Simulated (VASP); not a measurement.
Crystal: InSe.

```
CELL_PARAMETERS angstrom
4.04733 0.00000 0.00000
-2.02366 3.50509 0.00000
0.00000 0.00000 18.05206
ATOMIC_POSITIONS crystal
In 0.33333 0.66667 0.07739
In 0.33333 0.66667 0.92261
In 0.00000 0.00000 0.42261
In 0.00000 0.00000 0.57739
Se 0.33333 0.66667 0.35298
Se 0.33333 0.66667 0.64702
Se 0.66667 0.33333 0.14700
Se 0.66667 0.33333 0.85300
```

Measurements of this composition are mostly on another form, of space group No. 160.

| Property | Result |
| --- | --- |
| Program | VASP 6.6.1 |
| Task | relaxation of cell and atoms |
| Functional | PBE |
| Potentials or basis | VASP PAW PBE potentials, release 64 (In_d, Se) |
| Cutoff | 600 eV |
| k mesh | 6 × 6 × 2 |
| Occupations | fermi-dirac, width 0.05 eV |
| Spin | no spin polarisation |

At the start: pressure 1.5 GPa; volume 32.01 Å³/atom.

Task: How do energy, volume and symmetry change on relaxing?

Result: Over 4 steps the energy falls by 4.9 meV/atom and the volume is 33.01 Å³/atom (+3.1 %); space group P-6m2 (No. 187, to 0.05 Å).

Step by step:
```
step  energy change (eV)  largest force (eV/Å)  pressure (GPa)  volume (Å³)
   1              0.0000                0.2538            1.49       256.09
   2             -0.0290                0.1794           -0.59       267.27
   3             -0.0382                0.0867            0.05       263.48
   4             -0.0393                0.0190            0.02       264.04
```

Final structure:
```yaml
crystal:
  lattice:
    - [4.08737, 0.00000, 0.00000]
    - [-2.04368, 3.53976, 0.00000]
    - [0.00000, 0.00000, 18.24959]
  atoms:
    - { symbol: In, position: [0.33333, 0.66667, 0.07740] }
    - { symbol: In, position: [0.33333, 0.66667, 0.92260] }
    - { symbol: In, position: [0.00000, 0.00000, 0.42259] }
    - { symbol: In, position: [0.00000, 0.00000, 0.57741] }
    - { symbol: Se, position: [0.33333, 0.66667, 0.35260] }
    - { symbol: Se, position: [0.33333, 0.66667, 0.64740] }
    - { symbol: Se, position: [0.66667, 0.33333, 0.14738] }
    - { symbol: Se, position: [0.66667, 0.33333, 0.85262] }
```

Caveat: this functional lacks dispersion, which binds the layers, so the pressure and a relaxed spacing across them are unreliable.
